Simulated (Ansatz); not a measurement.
# Rutile RuO2

The numbers are results of PBE (Ansatz, a quantum-chemistry and plane-wave program, plane waves, PAW), not measurements.

Settings: plane-wave cutoff 500 eV, 10×14×1 k mesh (along the axes of the cell as run), Fermi–Dirac smearing 0.05 eV, scalar-relativistic PAW data made under PBE.

Cell: relaxed at this level.

| Quantity | Result |
|---|---|
| surface energy of the (100) face | 1.35 J/m² |
| work function of the (100) face | 5.69 eV |

The slab of 18 atoms is relaxed and unreconstructed.

Computing time: roughly 18 core-minutes.
